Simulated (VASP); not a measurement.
Here is a VASP 6.6.1 calculation.

INCAR

```
  PREC = Accurate
  ENCUT = 500
  EDIFF = 1E-6
  ISMEAR = 0
  SIGMA = 0.02
  LREAL = False
  LASPH = True
  NELM = 100
  ALGO = Fast
  ISIF = 2
  LWAVE = False
  LCHARG = False
  GGA = PE
```

The input KPOINTS:

```
regular mesh
0
Gamma
  6 6 6
```

POSCAR

```
ZrN
1.0
    0.0000000000      2.3000000000      2.3000000000
    2.3000000000      0.0000000000      2.3000000000
    2.3000000000      2.3000000000      0.0000000000
Zr N
1 1
Direct
    0.5000000000      0.5000000000      0.5000000000
    0.0000000000      0.0000000000      0.0000000000
```

Potentials or basis: VASP PAW PBE potentials, release 64 (Zr_sv_GW, N_GW).

Run with:

```sh
$ cat potpaw_PBE.64/Zr_sv_GW/POTCAR potpaw_PBE.64/N_GW/POTCAR > POTCAR
$ mpirun -np 1 vasp_std > vasp.out
```

Q: Predict the pressure.

A: -2.2 GPa.

Q: Predict the band gap on the k mesh.

A: None (metal or under the smearing width).

Caveat: the k mesh is coarse (spacing up to 0.39 Å⁻¹), so the values aren't converged; the cutoff is under 1.25 times the usual one of these potentials, so pressure, stress and relaxed cells hold a basis-set (Pulay) error.
